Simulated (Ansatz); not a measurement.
Input and command of a plane-wave DFT calculation in Ansatz:

```yaml
crystal:
  lattice:
    - [-5.0390886965, 5.0390886965, -5.0390886965]
    - [5.0390886965, 5.0390886965, 5.0390886965]
    - [5.0390886965, -5.0390886965, -5.0390886965]
  atoms:
    - { symbol: Pb, position: [0.25, 0.0, 0.75] }
    - { symbol: Pb, position: [0.0, 0.25, 0.75] }
    - { symbol: Pb, position: [0.5, 0.0, 0.5] }
    - { symbol: Pb, position: [0.75, 0.5, 0.75] }
    - { symbol: Pb, position: [0.25, 0.25, 0.5] }
    - { symbol: Pb, position: [0.5, 0.75, 0.75] }
    - { symbol: Pb, position: [0.0, 0.5, 0.5] }
    - { symbol: Pb, position: [0.75, 0.0, 0.25] }
    - { symbol: Pb, position: [0.5, 0.25, 0.25] }
    - { symbol: Pb, position: [0.75, 0.75, 0.5] }
    - { symbol: Pb, position: [0.0, 0.0, 0.0] }
    - { symbol: Pb, position: [0.25, 0.5, 0.25] }
    - { symbol: Pb, position: [0.0, 0.75, 0.25] }
    - { symbol: Pb, position: [0.75, 0.25, 0.0] }
    - { symbol: Pb, position: [0.5, 0.5, 0.0] }
    - { symbol: Pb, position: [0.25, 0.75, 0.0] }
basis:
  ecutwfc: 420
  xc_grid: 2
kpoints:
  mp_grid: { grid: [4, 4, 4], shift: [0.0, 0.0, 0.0] }
hamiltonian:
  xc: pbe
scf:
  occupations: { method: gaussian, width: 0.1 }
output:
  forces: true
  stress: true
  eigenvalues: true
```

```bash
ansatz run input.yaml --threads 4 --pin off --max-ram 8192MiB --backend cpu --events-out ev --progress --plain --runs-dir out
```

Processor: Intel(R) Xeon(R) Processor @ 2.70GHz, 4 threads, on a host shared with other jobs.

Q: Estimate time, memory and problem size.

A: About 11 s on 4 threads of Intel(R) Xeon(R) Processor @ 2.70GHz, with other jobs on the host, peak memory 1.8 GiB. It solves 135 bands at 8 k points (the mesh reduced by the symmetry that the task leaves, which can be less than the crystal's) with about 10005 plane waves, in 6 SCF iterations.
